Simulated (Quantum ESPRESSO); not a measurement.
## NaCl: equation of state with PBE

The system is NaCl.

```
Cl Na
1.0
     3.50219    0.00000    0.00000
     0.00000    3.50219    0.00000
     0.00000    0.00000    3.50219
Cl Na
1 1
Direct
  0.50000 0.50000 0.50000
  0.00000 0.00000 0.00000
```

Measurements of this composition are mostly on another form, of space group No. 225.

| Property | Result |
| --- | --- |
| Program | Quantum ESPRESSO 7.5 |
| Task | equation of state |
| Functional | PBE |
| Potentials or basis | SSSP 1.3 efficiency PBE |
| Cutoff | 748 eV |
| Density cutoff | 5987 eV |
| k mesh | 8 × 8 × 8 |
| Occupations | fermi-dirac, width 0.05 eV |
| Spin | no spin polarisation |
| Mixing beta | 0.5 |
| Most SCF iterations | 120 |
| SCF threshold | 4e-10 Ry |

- Equilibrium volume: 21.64 Å³/atom
- Bulk modulus: 26 GPa
- Pressure derivative of the bulk modulus: 4.7

Energy against volume, from the lowest point:
```
volume (Å³/atom)  energy (meV/atom)
          20.189               8.74
          20.619               4.10
          21.048               1.25
          21.478               0.00
          21.907               0.17
          22.337               1.62
          22.766               4.21
```

All runs of the series together: 74 s on 1 thread of Intel(R) Xeon(R) 6975P-C (Granite Rapids), with other jobs on the host.
